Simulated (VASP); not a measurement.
Here is a VASP 6.6.1 calculation.

Contents of INCAR:

```
SYSTEM = MgSe
ALGO     = Normal         ! electronic algorithm
EDIFF    = 1E-6           ! SCF threshold, eV
ENCUT    = 520            ! plane-wave cutoff, eV
GGA      = PE             ! functional
ISIF     = 2              ! what is computed and relaxed
ISMEAR   = -1             ! smearing method
LASPH    = .TRUE.         ! aspherical terms in the spheres
LCHARG   = .TRUE.         ! write CHGCAR
LELF     = .TRUE.         ! ELF
LREAL    = .FALSE.        ! projectors in reciprocal space
LVHAR    = .TRUE.       
LWAVE    = .FALSE.        ! write WAVECAR
NBANDS   = 11             ! bands
NELM     = 100            ! most SCF steps
PREC     = Accurate       ! precision mode
SIGMA    = 0.1            ! smearing width, eV
```

File KPOINTS:

```
k-points
0
G
  8 8 8
  0 0 0
```

POSCAR

```
MgSe
1.0
    0.0000000000      2.6839140000      2.6839140000
    2.6839140000      0.0000000000      2.6839140000
    2.6839140000      2.6839140000      0.0000000000
Mg Se
1 1
Direct
    0.0000000000      0.0000000000      0.0000000000
    0.5000000000      0.5000000000      0.5000000000
```

Potentials or basis: VASP PAW PBE potentials, release 64 (Mg, Se).

The run is started by

```sh
$ cat potpaw_PBE.64/Mg/POTCAR potpaw_PBE.64/Se/POTCAR > POTCAR
$ mpirun -np 1 vasp_std > vasp.out
```

(1) What does it give for the band gap on the k mesh?

(2) Predict the pressure.

Answers

(1) 1.88 eV, indirect (least direct gap 2.92 eV).

(2) 5.4 GPa.
